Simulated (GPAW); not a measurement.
Crystal: ZnO (zincite).

```
Zn O
1.0
     3.24931    0.00000    0.00000
    -1.62465    2.81398    0.00000
     0.00000    0.00000    5.20571
Zn O
2 2
Direct
  0.66667 0.33333 0.00000
  0.33333 0.66667 0.50000
  0.33333 0.66667 0.87901
  0.66667 0.33333 0.37901
```

| Property | Result |
| --- | --- |
| Program | GPAW 26.7.0 |
| Task | relaxation of cell and atoms |
| Functional | PBEsol |
| Dispersion | D4 |
| Potentials or basis | PAW data sets generated in the run's folder for this functional |
| Cutoff | 800 eV |
| Basis | pw |
| k mesh | 6 × 6 × 4 |
| Occupations | fermi-dirac, width 0.05 eV |
| Spin | no spin polarisation |

At the start: pressure -3.4 GPa; volume 11.90 Å³/atom.

Task: How do energy, volume and symmetry change on relaxing?

Result: Over 5 steps the energy falls by 3.2 meV/atom and the volume is 11.62 Å³/atom (-2.4 %); space group P6_3mc (No. 186, to 0.05 Å).

The path:
```
step  energy change (eV)  largest force (eV/Å)  pressure (GPa)  volume (Å³)
   1              0.0000                0.0631           -3.44        47.60
   2             -0.0029                0.0483           -3.08        47.47
   3             -0.0124                0.0538           -0.14        46.50
   4             -0.0125                0.0414           -0.19        46.51
   5             -0.0128                0.0039           -0.07        46.47
```

Final structure:
```xyz
4
Lattice="3.2202 0.0000 0.0000 -1.6101 2.7888 0.0000 0.0000 0.0000 5.1749" Properties=species:S:1:pos:R:3 pbc="T T T"
Zn    1.6101    0.9296   -0.0032
Zn    0.0000    1.8592    2.5842
O     0.0000    1.8592    4.5521
O     1.6101    0.9296    1.9646
```

Caveat: later steps reuse the first step's grids.
